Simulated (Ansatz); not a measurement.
# CdO (Monteponite): the cost of one run

Method: DFT r2SCAN, scalar-relativistic, plane waves, PAW, in Ansatz 0.2.0.

1 further run of the same task is left out (set aside as unsound or not needed).

**1. The starting structure**

Symmetry: Fm-3m, No. 225, cubic system. Conventional cell: a = 4.706 Å, b = 4.706 Å, c = 4.706 Å, α = 90.00°, β = 90.00°, γ = 90.00°. Cd (site symmetry m-3m) has 6 O at 2.35 Å as nearest neighbours. O (site symmetry m-3m) is surrounded by 6 Cd at 2.35 Å.

Structure file:

```cif
data_structure
_symmetry_space_group_name_H-M 'P 1'
_symmetry_Int_Tables_number 1
_cell_length_a 3.3276
_cell_length_b 3.3276
_cell_length_c 3.3276
_cell_angle_alpha 60.000
_cell_angle_beta 60.000
_cell_angle_gamma 60.000
_cell_volume 26.05
loop_
_atom_site_label
_atom_site_type_symbol
_atom_site_fract_x
_atom_site_fract_y
_atom_site_fract_z
_atom_site_occupancy
Cd1 Cd 0.00000 0.00000 0.00000 1
O1 O 0.50000 0.50000 0.50000 1
```

This cell was relaxed beforehand with the same method: volume 13.03 Å³/atom, gap on the mesh none (metal).

**2. Static run: bands, density of states and charges**

input.yaml

```yaml
crystal:
  lattice:
    - [0.0, 2.3529684607, 2.3529684607]
    - [2.3529684607, 0.0, 2.3529684607]
    - [2.3529684607, 2.3529684607, 0.0]
  atoms:
    - { symbol: Cd, position: [0.0, 0.0, 0.0] }
    - { symbol: O, position: [0.5, 0.5, 0.5] }
basis:
  ecutwfc: 500
kpoints:
  mp_grid: { grid: [16, 16, 16] }
  band_path:
    path:
      - [[0.0, 0.0, 0.0], [0.5, 0.0, 0.5], [0.625, 0.25, 0.625]]
      - [[0.375, 0.375, 0.75], [0.0, 0.0, 0.0], [0.5, 0.5, 0.5], [0.5, 0.25, 0.75], [0.5, 0.0, 0.5]]
    npoints: 14
hamiltonian:
  xc: r2scan
scf:
  occupations: { method: gaussian, width: 0.1 }
  n_extra_bands: 6
output:
  forces: true
  stress: true
  eigenvalues: true
  populations: true
  dos: { projected: true, de: 0.02, nscf_kmesh: { grid: [24, 24, 24] } }
  bader: true
  write_density: true
  write_potential: true
  elf: true
  volumetric_format: npy
```

Command:

```bash
$ ansatz run input.yaml --threads 1 --pin off --max-ram 2560MiB --backend cpu --events-out ev --progress --plain --runs-dir out
```

**Question.** How long does this run take on 1 thread of Intel Xeon Platinum 8488C (Sapphire Rapids), shared host, and how much memory does it need?

About 22 s, with a peak of 0.5 GiB.
